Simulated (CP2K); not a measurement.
## TaN in CP2K: the effect of functional

TaN:

```
Ta N
1.0
     5.19100    0.00000    0.00000
    -2.59550    4.49554    0.00000
     0.00000    0.00000    2.90800
Ta N
3 3
Direct
  0.66667 0.33333 0.50000
  0.33333 0.66667 0.50000
  0.00000 0.00000 0.00000
  0.00000 0.50000 0.00000
  0.50000 0.50000 0.00000
  0.50000 0.00000 0.00000
```

Alike in all runs:

- Program: CP2K 2026.2
- Task: band structure
- Potentials or basis: POTENTIAL_UZH Ta GTH-PBE-q13, N GTH-PBE-q5; DZVP-MOLOPT-PBE-GTH basis
- Density cutoff: 9184 eV
- k mesh: 6 × 6 × 9
- Occupations: fermi-dirac, width 0.05 eV
- Spin: no spin polarisation

One run gave: pressure -1.5 GPa. Which functional did it use?
A. LDA
B. TASK
C. HLE16
D. PBEsol
E. vdW-DF-cx

D.

```tsv
functional	pressure (GPa)
LDA	-4.6
PBEsol	-1.5
vdW-DF-cx	0.0
BLYP	15.5
HLE16	-54.6
TASK	8.7
```

Caveats: the potentials were made for another functional, which shifts forces and pressure; the basis of atomic orbitals isn't converged, which shifts pressures, moduli and gaps; the potentials were made for a functional far from this one (some runs); the cell as given lies far from equilibrium (some runs).

Runs at the PBE level aren't shown here.
